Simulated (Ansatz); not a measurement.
MnF2:

```
Mn F
1.0
     4.87380    0.00000    0.00000
     0.00000    4.87380    0.00000
     0.00000    0.00000    3.31070
Mn F
2 4
Cartesian
  2.4369 2.4369 1.6554
  0.0000 0.0000 0.0000
  3.9249 0.9489 1.6554
  3.3858 3.3858 0.0000
  0.9489 3.9249 1.6554
  1.4880 1.4880 0.0000
```

Alike in all runs: program Ansatz 0.2.0; functional PBE; potentials or basis Ansatz PAW; cutoff 420 eV (not typed: the program's choice for these potentials); k mesh 6 × 6 × 8; occupations fermi-dirac, width 0.05 eV.

The same cell was started in several ways:

```tsv
start	free energy over the lowest (meV/atom)	net moment (μB)	site or absolute moments (μB)	gap
no spin polarisation	986.0	-	-	none (metal or under the smearing width)
collinear spin, antiferromagnetic start of up to 4 μB	0.0	0.00	Mn +4.15, -4.15; F -0.03, +0.03	2.17 eV
collinear spin, ferrimagnetic start of up to 4 μB	0.0	0.00	Mn +4.15, -4.15; F -0.03, +0.03	2.17 eV
collinear spin, random start of up to 4.55 μB	0.0	0.00	Mn +4.15, -4.15; F -0.03, +0.03	2.17 eV
collinear spin, ferromagnetic start of up to 4 μB	19.6	10.00	Mn +4.19; F +0.10	1.10 eV
```

The spin-polarised runs without a constraint all converged, yet they end up to 20 meV/atom apart: a converged run can sit in a state that isn't the lowest. Allowing spin polarisation gains 986 meV/atom. A still lower state may exist.

Caveats: the starting moments weren't kept (some runs); the magnetic or orbital state may not be the lowest (some runs); semilocal functionals often make such compounds metallic where correlation or magnetic order opens a gap, which also shifts bond lengths (some runs).
